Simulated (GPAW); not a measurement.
Runs of GPAW 26.7.0 on CdS (Greenockite). It takes space group P6_3mc (No. 186, hexagonal). Conventional cell: a = 4.150 Å, b = 4.150 Å, c = 6.737 Å, α = 90.00°, β = 90.00°, γ = 120.00°. Cd (site symmetry 3m) has 4 S at 2.53 to 2.54 Å as nearest neighbours. Around S (site symmetry 3m) lie 4 Cd at 2.53 to 2.54 Å. 

| task | level | potentials or basis | spin | cell | k mesh | cutoff (eV) | maxiter | optimizer | fmax | max steps | eigensolver | other keys | gap on the mesh (eV) | pressure (GPa) | relaxed volume (Å³/atom) | largest force (eV/Å) |
| --- | --- | --- | --- | --- | --- | --- | --- | --- | --- | --- | --- | --- | --- | --- | --- | --- |
| relaxation of cell and atoms | RPBE+D4 | the program's PAW data sets (release 1.2.1) made for this functional, pw | off | relaxed | 5 × 5 × 3 | 600 | 150 | FIRE | 0.05 eV/Å | 100 | - | - | 1.37 | -0.2 | (a) | 0.03 |
| single point | PBE | GPAW PAW data sets (gpaw-data 1.2.1), pw | off | as given | 5 × 5 × 3 | 600 | 100 | - | - | - | - | several, not listed | 1.18 | 1.8 | - | 0.06 |
| relaxation of cell and atoms | OLYP+D4 | PAW data sets generated in the run's folder for this functional, pw | off | relaxed | 5 × 5 × 3 | 600 | 150 | BFGS | 0.02 eV/Å | 100 | davidson | - | (c) | 0.0 | 24.41 | - |
| single point | PBE | GPAW PAW data sets (gpaw-data 1.2.1), pw | off | as given | 5 × 5 × 3 | 1200 | 60 | - | - | - | - | several, not listed | 1.17 | 1.9 | - | 0.06 |
| band structure | PBEsol | PAW data sets generated in the run's folder for this functional, pw | SOC, no magnetisation | as given | 5 × 5 × 3 | 600 | 150 | - | - | - | - | - | 1.02 | -1.2 | - | 0.06 |
| band structure | PBE | JTH PAW 2.0, PBE, pw | off | as given | 5 × 5 × 3 | 600 | 150 | - | - | - | - | - | 1.18 | 1.9 | - | 0.07 |
| relaxation of cell and atoms | BLYP+D3 | PAW data sets generated in the run's folder for this functional, pw | off | relaxed | 5 × 5 × 3 | 600 | 150 | BFGS | 0.01 eV/Å | 100 | davidson | - | 1.09 | 0.0 | 25.38 | 0.01 |
| single point | PBE | GPAW PAW data sets (gpaw-data 1.2.1), pw | off | as given | 10 × 10 × 5 | 600 | 60 | - | - | - | - | several, not listed | 1.18 | 1.8 | - | 0.07 |
| band structure | BP86 | PAW data sets generated in the run's folder for this functional, pw | SOC, no magnetisation | as given | 5 × 5 × 3 | 600 | 150 | - | - | - | - | - | (b) | 2.0 | - | 0.06 |
| band structure | M06-L | GPAW PAW data sets (gpaw-data 1.2.1), pw | SOC, no magnetisation | as given | 5 × 5 × 3 | 600 | 150 | - | - | - | - | - | 1.71 | 1.4 | - | 0.07 |
| band structure | PBE | GPAW PAW data sets (gpaw-data 1.2.1), newer versions, pw | off | as given | 5 × 5 × 3 | 600 | 150 | - | - | - | - | - | 1.18 | 1.9 | - | 0.06 |

Alike in all rows: smearing fermi-dirac 0.05 eV.

**Question.** Estimate the missing entries.

**Answer.** (a) 25.07; (b) 1.08; (c) 1.75.

Caveats: later steps reuse the first step's grids (some runs); spin-orbit coupling was added after a scalar SCF, so levels and gaps hold it while energy, forces, pressure and moments don't (some runs); this program's spin-orbit splittings come out too wide for heavy elements (some runs); the program truncates these outside data sets (some runs); the PAW data sets were made with another functional, which shifts forces and pressure a little (some runs).

A k mesh can miss the band edges, and rows without SOC leave out spin-orbit coupling on Cd.
